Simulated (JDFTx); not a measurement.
# Au (Fm-3m) in JDFTx: a series of runs

One crystal, Au, is run at these levels: PBEsol; tasks: equation of state.

Everything below comes from runs of JDFTx 1.7.0 (patched build). Logs are shortened: lines on timing, memory, paths and dates and some standing lists are left out, and cuts for length are marked. The log counts tension as positive stress, the text compression.

**The experiment to reproduce.**

From “Exploring toroidal anvil profiles for larger sample volumes above 4 Mbar”, 2024, pmc:11102561, for a bulk crystal of Au: bulk modulus 167 GPa.

The results are compared with them further down.

### Step 1. Starting point

It takes space group Fm-3m (No. 225, cubic). The conventional cell has a = 4.070 Å, b = 4.070 Å, c = 4.070 Å, α = 90.00°, β = 90.00°, γ = 90.00°. Au (site symmetry m-3m) is surrounded by 12 Au at 2.88 Å.

### Step 2. Equation of state, PBEsol, 15.84 Å³/atom (volume scaled by 0.94)

Au.in reads:

```
lattice Face-Centered Cubic 7.5341783060
coords-type Lattice
ion Au     0.0000000000     0.0000000000     0.0000000000 1

ion-species pseudo/Au.upf
elec-cutoff 38
elec-ex-corr gga-PBEsol
kpoint-folding 11 11 11
elec-smearing Fermi 0.0018374661
elec-n-bands 15
electronic-SCF nIterations 100 energyDiffThreshold 1e-09
electronic-minimize nIterations 30 energyDiffThreshold 1e-7
forces-output-coords Cartesian

dump-name run.$VAR
dump End Ecomponents EigStats BandEigs Kpoints Forces Stress
```

Potentials or basis: PseudoDojo-SR-PBEsol-0.4.1-standard with smoothed tails.

Started as:

```
$ jdftx -c 1 -i Au.in -o Au.out
```

Output:

```text
*************** JDFTx 1.7.0 (patched build) ***************

[... 9 lines left out ...]
---------- Initializing the Grid ----------
R =
[            0      3.76709      3.76709  ]
[      3.76709            0      3.76709  ]
[      3.76709      3.76709            0  ]
unit cell volume = 106.917
G =
[  -0.833958   0.833958   0.833958  ]
[   0.833958  -0.833958   0.833958  ]
[   0.833958   0.833958  -0.833958  ]
Minimum fftbox size, Smin = [  32  32  32  ]
Chosen fftbox size, S = [  32  32  32  ]

---------- Exchange Correlation functional ----------
Initalized PBEsol GGA exchange.
Initalized PBEsol GGA correlation.

---------- Setting up pseudopotentials ----------
Width of ionic core gaussian charges (only for fluid interactions / plotting) set to 0

Reading pseudopotential file 'pseudo/Au.upf':
  'Au' pseudopotential, 'PBESOL' functional
  Generated using ONCVPSP code by D. R. Hamann
  19 valence electrons, 4 orbitals, 7 projectors, 1001 radial grid points, with lMax = 3
    5S    l: 0   occupation:  2.0   eigenvalue: -3.985004
    5P    l: 1   occupation:  6.0   eigenvalue: -2.197789
    5D    l: 2   occupation: 10.0   eigenvalue: -0.253637
    6S    l: 0   occupation:  1.0   eigenvalue: -0.213166
  Core radius for overlap checks: 1.57 bohrs.

Initialized 1 species with 1 total atoms.

Folded 1 k-points by 11x11x11 to 1331 k-points.

---------- Setting up k-points, bands, fillings ----------
Reduced to 56 k-points under symmetry.
Computing the number of bands and number of electrons
Calculating initial fillings.
nElectrons:  19.000000   nBands: 15   nStates: 56

----- Setting up reduced wavefunction bases (one per k-point) -----
average nbasis = 1196.165 , ideal nbasis = 1196.237

---------- Setting up ewald sum ----------
Optimum gaussian width for ewald sums = 1.920473 bohr.
Real space sum over 2197 unit cells with max indices [  6  6  6  ]
Reciprocal space sum over 2197 terms with max indices [  6  6  6  ]

---------- Allocating electronic variables ----------
Initializing wave functions:  linear combination of atomic orbitals
Note: number of bands (15) exceeds available atomic orbitals (10)
Au pseudo-atom occupations:   s ( 2 1 )  p ( 6 )  d ( 10 )
	FillingsUpdate:  mu: +0.821586271  nElectrons: 19.000000
LCAOMinimize: Iter:   0  F: -137.9361553738237092  |grad|_K:  1.746e-03  alpha:  1.000e+00
	FillingsUpdate:  mu: +0.836558265  nElectrons: 19.000000
LCAOMinimize: Iter:   1  F: -137.9459185436707855  |grad|_K:  4.262e-05  alpha:  5.384e-01  linmin:  4.204e-01  cgtest: -9.093e-01
	FillingsUpdate:  mu: +0.836563891  nElectrons: 19.000000
[... 8 lines of inner loops ...]
	FillingsUpdate:  mu: +0.836212796  nElectrons: 19.000000
LCAOMinimize: Iter:   5  F: -137.9459255936032207  |grad|_K:  9.753e-10  alpha:  5.053e-01  linmin: -2.594e-01  cgtest:  6.541e-01
LCAOMinimize: Encountered beta<0, resetting CG.
LCAOMinimize: Converged (|Delta F|<1.000000e-06 for 2 iters).

-------- Electronic minimization -----------
Will mix electronic density at each iteration.
	FillingsUpdate:  mu: +0.836212796  nElectrons: 19.000000
	FillingsUpdate:  mu: +0.827054354  nElectrons: 19.000000
SCF: Cycle:  0   F: -137.960292439887041   dF: -1.437e-02   |Residual|: 2.263e-02   |deigs|: 3.932e-01
	FillingsUpdate:  mu: +0.828860111  nElectrons: 19.000000
SCF: Cycle:  1   F: -137.960621315243856   dF: -3.289e-04   |Residual|: 7.678e-03   |deigs|: 6.333e-03
	FillingsUpdate:  mu: +0.829032704  nElectrons: 19.000000
SCF: Cycle:  2   F: -137.960628876944327   dF: -7.562e-06   |Residual|: 2.547e-03   |deigs|: 8.936e-04
	FillingsUpdate:  mu: +0.828818976  nElectrons: 19.000000
SCF: Cycle:  3   F: -137.960630074414979   dF: -1.197e-06   |Residual|: 5.262e-04   |deigs|: 4.402e-04
	FillingsUpdate:  mu: +0.828895684  nElectrons: 19.000000
SCF: Cycle:  4   F: -137.960630210245000   dF: -1.358e-07   |Residual|: 3.209e-04   |deigs|: 2.533e-04
	FillingsUpdate:  mu: +0.828864658  nElectrons: 19.000000
SCF: Cycle:  5   F: -137.960630303061009   dF: -9.282e-08   |Residual|: 2.554e-05   |deigs|: 2.277e-04
	FillingsUpdate:  mu: +0.828866489  nElectrons: 19.000000
SCF: Cycle:  6   F: -137.960630308306122   dF: -5.245e-09   |Residual|: 1.736e-05   |deigs|: 1.474e-04
	FillingsUpdate:  mu: +0.828866529  nElectrons: 19.000000
SCF: Cycle:  7   F: -137.960630309835295   dF: -1.529e-09   |Residual|: 1.201e-05   |deigs|: 6.545e-04
	FillingsUpdate:  mu: +0.828865066  nElectrons: 19.000000
SCF: Cycle:  8   F: -137.960630310479218   dF: -6.439e-10   |Residual|: 8.003e-06   |deigs|: 4.224e-04
	FillingsUpdate:  mu: +0.828864705  nElectrons: 19.000000
SCF: Cycle:  9   F: -137.960630310523896   dF: -4.468e-11   |Residual|: 1.325e-05   |deigs|: 1.018e-04
SCF: Converged (|Delta E|<1.000000e-09 for 2 iters).

Setting wave functions to eigenvectors of Hamiltonian

# Stress tensor in Cartesian coordinates [Eh/a0^3]:
[ -0.000501272            0            0  ]
[            0 -0.000501272            0  ]
[            0            0 -0.000501272  ]

# Ionic positions in lattice coordinates:
ion Au   0.000000000000000   0.000000000000000   0.000000000000000 1

# Forces in Cartesian coordinates:
force Au  -0.000000000000000   0.000000000000000   0.000000000000000 1

# Energy components:
   Eewald =     -109.8417864252682676
       EH =       24.6141553102262414
     Eloc =      -82.0157492353133222
      Enl =        2.4036045730014206
      Exc =      -25.1657651791541070
 Exc_core =        9.4601942732420738
       KE =       42.5848072759854475
-------------------------------------
     Etot =     -137.9605394072805211
       TS =        0.0000909032433702
-------------------------------------
        F =     -137.9606303105238965

IonicMinimize: Iter:   0  F: -137.960630310523896  |grad|_K:  0.000e+00
IonicMinimize: Converged (|grad|_K<1.000000e-04).

#--- Lowdin population analysis ---
# oxidation-state Au +0.171

Dumping 'run.eigStats' ...
	eMin: -3.061718 at state 0 ( [ +0.000000 +0.000000 +0.000000 ] spin 0 )
	HOMO: +0.826251 at state 26 ( [ +0.000000 +0.272727 +0.454545 ] spin 0 )
	mu  : +0.828865
	LUMO: +0.830761 at state 11 ( [ +0.000000 +0.090909 -0.454545 ] spin 0 )
	eMax: +1.792243 at state 6 ( [ +0.000000 +0.090909 +0.090909 ] spin 0 )
	HOMO-LUMO gap: +0.004510
	Optical gap  : +0.066585 at state 34 ( [ +0.000000 +0.454545 +0.454545 ] spin 0 )
Done!
[note: the HOMO, LUMO and gaps printed at the end count levels as full or empty at half filling, so they show a gap where a level is partly filled]
```

Wall time 13 s (1 thread of Intel Xeon 6975P-C (Granite Rapids), shared host); peak memory 0.08 GiB.

Results:

* Free energy: -3754.1000 eV
* Pressure: 14.7 GPa
* Band gap on the k mesh: none (metal or under the smearing width)

### Step 3. Equation of state, PBEsol, 16.18 Å³/atom (volume scaled by 0.96)

Au.in: that of step 2 with these lines changed.

```diff
@@ -1,2 +1,2 @@
-lattice Face-Centered Cubic 7.5341783060
+lattice Face-Centered Cubic 7.5872376479
 coords-type Lattice
@@ -15,2 +15,2 @@
 dump-name run.$VAR
-dump End Ecomponents EigStats BandEigs Kpoints Forces Stress
+dump End Ecomponents EigStats BandEigs Kpoints Forces Stress ElecDensity Dtot KEdensity
```

Potentials or basis: PseudoDojo-SR-PBEsol-0.4.1-standard with smoothed tails.

Started as:

```
$ jdftx -c 1 -i Au.in -o Au.out
```

It took 13 s on 1 thread of Intel Xeon 6975P-C (Granite Rapids), shared host; peak memory 0.08 GiB.

Results (log left out):

```
Free energy            : -3754.1256 eV
Pressure               : 9.7 GPa
Band gap on the k mesh : none (metal or under the smearing width)
```

### Step 4. Equation of state, PBEsol, 16.52 Å³/atom (volume scaled by 0.98)

Au.in: that of step 3 with these lines changed.

```diff
@@ -1,2 +1,2 @@
-lattice Face-Centered Cubic 7.5872376479
+lattice Face-Centered Cubic 7.6395650786
 coords-type Lattice
```

Started as:

```
$ jdftx -c 1 -i Au.in -o Au.out
```

Run time: 14 s. Hardware: 1 thread of Intel Xeon 6975P-C (Granite Rapids), shared host; peak memory 0.08 GiB.

The run converged. Its results:

| Property | Result |
| --- | --- |
| Free energy | -3754.1411 eV |
| Pressure | 5.2 GPa |
| Band gap on the k mesh | none (metal or under the smearing width) |

### Step 5. Equation of state, PBEsol, 16.85 Å³/atom

Au.in: that of step 4 with these lines changed.

```diff
@@ -1,2 +1,2 @@
-lattice Face-Centered Cubic 7.6395650786
+lattice Face-Centered Cubic 7.6911853272
 coords-type Lattice
```

Started as:

```
$ jdftx -c 1 -i Au.in -o Au.out
```

Run time: 15 s. Hardware: 1 thread of Intel Xeon 6975P-C (Granite Rapids), shared host; peak memory 0.08 GiB.

Results (log left out):

- Free energy: -3754.1478 eV
- Pressure: 1.2 GPa
- Band gap on the k mesh: none (metal or under the smearing width)

### Step 6. Equation of state, PBEsol, 17.19 Å³/atom (volume scaled by 1.02)

Au.in: that of step 5 with these lines changed.

```diff
@@ -1,2 +1,2 @@
-lattice Face-Centered Cubic 7.6911853272
+lattice Face-Centered Cubic 7.7421218140
 coords-type Lattice
```

Potentials or basis: PseudoDojo-SR-PBEsol-0.4.1-standard with smoothed tails.

Started as:

```
$ jdftx -c 1 -i Au.in -o Au.out
```

Wall time 14 s (1 thread of Intel Xeon 6975P-C (Granite Rapids), shared host); peak memory 0.08 GiB.

Results (log left out):

```yaml
Free_energy: -3754.1467 eV
Pressure: -2.2 GPa
Band_gap_on_the_k_mesh: none (metal or under the smearing width)
```

### Step 7. Equation of state, PBEsol, 17.53 Å³/atom (volume scaled by 1.04)

Au.in: that of step 6 with these lines changed.

```diff
@@ -1,2 +1,2 @@
-lattice Face-Centered Cubic 7.7421218140
+lattice Face-Centered Cubic 7.7923967409
 coords-type Lattice
```

Started as:

```
$ jdftx -c 1 -i Au.in -o Au.out
```

Run time: 16 s. Hardware: 1 thread of Intel Xeon 6975P-C (Granite Rapids), shared host; peak memory 0.08 GiB.

The run converged. Its results:

```
Free energy            : -3754.1389 eV
Pressure               : -5.2 GPa
Band gap on the k mesh : none (metal or under the smearing width)
```

### Step 8. Equation of state, PBEsol, 17.87 Å³/atom (volume scaled by 1.06)

Au.in: that of step 7 with these lines changed.

```diff
@@ -1,2 +1,2 @@
-lattice Face-Centered Cubic 7.7923967409
+lattice Face-Centered Cubic 7.8420311792
 coords-type Lattice
```

Started as:

```
$ jdftx -c 1 -i Au.in -o Au.out
```

Run time: 17 s. Hardware: 1 thread of Intel Xeon 6975P-C (Granite Rapids), shared host; peak memory 0.08 GiB.

Results (log left out):

- Free energy: -3754.1252 eV
- Pressure: -7.8 GPa
- Band gap on the k mesh: none (metal or under the smearing width)

### Step 9. Equation of state, PBEsol

Potentials or basis: PseudoDojo-SR-PBEsol-0.4.1-standard with smoothed tails.

This step only gathers the single runs of the series.

What came out:

| Property | Result |
| --- | --- |
| Equilibrium volume | 16.97 Å³/atom |
| Bulk modulus | 176 GPa |
| Pressure derivative of the bulk modulus | 5.8 |

Energy against volume, from the lowest point:
| volume (Å³/atom) | energy (meV/atom) |
| --- | --- |
| 15.843 | 47.80 |
| 16.181 | 22.18 |
| 16.518 | 6.67 |
| 16.855 | 0.00 |
| 17.192 | 1.06 |
| 17.529 | 8.87 |
| 17.866 | 22.61 |

### Step 10. For comparison

An earlier run on the cell as given: functional PBEsol; potentials or basis PseudoDojo-SR-PBEsol-0.4.1-standard with smoothed tails; cutoff 1034 eV; density cutoff 4136 eV; k mesh 11 × 11 × 11; occupations fermi-dirac, width 0.05 eV; no spin polarisation.

- Pressure: 1.2 GPa
- Band gap on the k mesh: none (metal or under the smearing width)

### Step 11. How close it comes

Step 9. A measured bulk modulus of Au is 167 GPa (quoted in “Exploring toroidal anvil profiles for larger sample volumes above 4 Mbar”, 2024, pmc:11102561); the calculated 176 GPa misses it by +5.6 %. The fit is for a static lattice scaled at fixed shape and fixed fractional positions.
